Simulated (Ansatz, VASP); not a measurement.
**PbO2 in VASP and in Ansatz**

```
Pb O
1.0
     0.00000    2.70199    2.70199
     2.70199    0.00000    2.70199
     2.70199    2.70199    0.00000
Pb O
1 2
Direct
  0.00000 0.00000 0.00000
  0.75000 0.75000 0.75000
  0.25000 0.25000 0.25000
```

The cell comes from a database or a generator and needn't be the stable form of this composition.

Alike in both runs: task relaxation of cell and atoms; functional PBE; dispersion D4; k mesh 9 × 9 × 9; occupations fermi-dirac, width 0.05 eV; no spin polarisation.

```csv
,VASP,Ansatz
version,VASP 6.6.1,Ansatz 0.2.0
potentials or method,"VASP PAW PBE potentials, release 64 (Pb_d, O)",Ansatz PAW
plane-wave cutoff (eV),600,420
valence electrons in the cell,26,26
```

Ansatz gave:

* gap on the k mesh at the Fermi level, each at its own relaxed structure (eV): none
* relaxed volume (Å³/atom): 12.90
* relaxed cell length with the largest relative difference (Å): 3.796
* energy change over the relaxation (meV/atom): -2

Task: Which values does VASP return?

Result: gap on the k mesh at the Fermi level, each at its own relaxed structure (eV): none; relaxed volume (Å³/atom): 12.90; relaxed cell length with the largest relative difference (Å): 3.797; energy change over the relaxation (meV/atom): -2.

A gap of «none» marks a metal or a gap that the smearing closes.

Caveats: pairwise dispersion overbinds metals, which lowers pressure and volume; the plane-wave basis is chosen anew once the cell has moved, so the energies of steps on either side of that aren't comparable (Ansatz); the pressure holds a Pulay correction of +0.6 GPa for the finite cutoff (Ansatz). Spin-orbit coupling is left out, which matters for the levels of Pb.
